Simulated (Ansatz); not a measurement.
All numbers below come from DFT PBE, scalar-relativistic, plane waves, PAW (Ansatz). Several structures of Zn4S were relaxed, and the powder pattern of one of them was computed from 10° to 70° in 2θ (λ = 1.5406 Å; lines under 1 % are left out).

Cu Kα1 powder pattern (kinematic, no thermal factors).
| 2θ (°) | relative intensity |
| --- | --- |
| 21.65 | 8 |
| 30.81 | 86 |
| 37.97 | 3 |
| 44.13 | 100 |
| 49.67 | 1 |
| 54.78 | 22 |
| 59.60 | 2 |
| 64.18 | 15 |

Question: Which structure gives it?
A. Space group F-43m (No. 216), cubic, a = 9.066 Å. Zn is surrounded by 1 S at 2.36 Å and 3 Zn at 2.56 Å; S is surrounded by 4 Zn at 2.36 Å.
B. Space group Im-3m (No. 229), cubic, a = 5.800 Å. Zn has 2 S at 2.51 Å and 6 Zn at 2.90 Å; around S lie 8 Zn at 2.51 Å.
C. Space group Pm-3m (No. 221), cubic, a = 4.718 Å. Around Zn on a site of symmetry m-3m lie 6 Zn at 2.36 Å; around Zn on a site of symmetry 4/mmm lie 2 Zn at 2.36 Å, 4 S at 3.34 Å and 8 Zn at 3.34 Å; around S lie 12 Zn at 3.34 Å (long contacts).
D. Space group P-43m (No. 215), cubic, a = 4.495 Å. Zn has 1 S at 2.31 Å and 3 Zn at 2.58 Å; S is surrounded by 4 Zn at 2.31 Å.

Answer: B. Its strongest line, at 2θ = 44.13°, has d = λ/(2 sin θ) = 2.051 Å and is the (2 2 0) reflection of the conventional Im-3m cell with a = 5.800 Å. The others have their strongest lines at 16.9° (A); 38.1° (C); 34.5° (D).

The cells needn't be stable.
